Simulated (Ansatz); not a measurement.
Response properties of AgI (P6_3mc)

Conventional cell: a = 4.559 Å, b = 4.559 Å, c = 7.454 Å, α = 90.00°, β = 90.00°, γ = 120.00°. Ag (atom 1) has 4 I at 2.79 Å as nearest neighbours. I (atom 3) has 4 Ag at 2.79 Å as nearest neighbours.

Ansatz runs use the cell relaxed by PAW under their functional.

(1) What are its gap and electron mass? (PBEsol, all-electron LAPW in Ansatz 0.2.0, scalar-relativistic; a = 4.559, c = 7.454 Å; k mesh 6×6×4, fixed occupations, basis error target 1 meV/atom)

(2) How does it vibrate? (PBEsol, all-electron LAPW in Ansatz 0.2.0, scalar-relativistic; a = 4.559, c = 7.454 Å; k mesh 6×6×4, fixed occupations, basis error target 1 meV/atom; q mesh 1×1×1)

(3) How does it screen a field? (PBEsol, PAW on Ansatz 0.2.0's default frozen-core files (fitted under PBE), scalar-relativistic; a = 4.559, c = 7.454 Å; k mesh 6×6×4, fixed occupations, cutoff 420 eV)

(4) How much do local fields and the kernel change ε∞?

## Answers

(1) Kohn-Sham band edges (the gap between refined extrema, the direct gap on the fine mesh): gap = 1.23 eV, least direct gap = 1.23 eV, electron conductivity mass = 0.154 mₑ, ε∞ without local fields (PAW) = 5.95.

(2) Harmonic phonons by finite displacements (no LO-TO term; negative means unstable): highest mode = 124 cm⁻¹, lowest optical at Γ = 20.2 cm⁻¹.

(3) Dielectric response and Born charges by linear response (direction means): ε∞ = 5.48, largest |Z*| = 1.18 e, ε₀ = 7.0.

(4) From 5.95 (independent particles) to 5.48 (linear response), -8 %. The two sums use different k meshes, so a part of a few per cent can be the mesh's.

Keep in mind: no spin-orbit coupling on heavy atoms (band edges); semilocal gaps are low, and light masses and ε∞ follow the gap (band edges); zone-boundary modes aren't tested (phonons, field response); frozen-core PAW files fitted under PBE, their cores solved anew for the functional of the run (field response); field response not resolved by the mesh (field response); semilocal gaps are low, so ε∞ comes out large.
